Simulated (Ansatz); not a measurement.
An input for Ansatz 0.2.0 (NaCl (Halite)):

```yaml
crystal:
  lattice:
    - [0.0, 2.82005, 2.82005]
    - [2.82005, 0.0, 2.82005]
    - [2.82005, 2.82005, 0.0]
  atoms:
    - { symbol: Na, position: [0.0, 0.0, 0.0] }
    - { symbol: Cl, position: [0.5, 0.5, 0.5] }
kpoints:
  mp_grid: { grid: [6, 6, 6] }
hamiltonian:
  xc: pbe
  pseudopotentials: { kind: paw, azcp: { folder: soft_1 } }
scf:
  occupations: { method: fixed }
gw:
  n_empty_bands: 529
  ecut_chi: 300
  qp_bands: [v2, c2]
  qp_kpoints: band_edges
  screening: { model: contour_deformation }
```

```sh
ansatz run input.yaml --threads 2 --pin off --max-ram 73728MiB --backend cuda --events-out ev --progress --plain --runs-dir out --devices 1 --max-vram 13GiB
```

Q: How long will it take on 1 × NVIDIA H100 80GB HBM3 (shared by 6 runs) with 2 threads of AMD EPYC 7R13 (Zen 3), shared host, and how much memory?

It took 65 s; on shared hardware allow 32 s to 2.2 min. Peak host memory was 2.0 GiB. The sizes that set the cost: 893 plane waves a state, 16 irreducible k points, 537 bands summed, 531 plane waves in the screening and 7 SCF cycles.

The screening grows as filled bands × empty bands × pairs of k points, times the square of the screening basis for the matrix.

[Paths, hosts, dates, memory and timing lines, banners, echoed tables and standing remarks are left out of the program output.]

[Logs are printed without paths, hosts, clocks, repeated set-up lines and the standing remarks that a program may print on its own settings, such as how far it seeks lower states.]

[Runs of the session that timed out or met a known fault of the program may be left out.]

[Cells called generated may have been cut or substituted from an entry of the Crystallography Open Database or the Materials Project.]

[Hosts, paths, dates, database ids (printed as entryN), source tags and the programs' standing remarks are cut or masked in the printed files.]
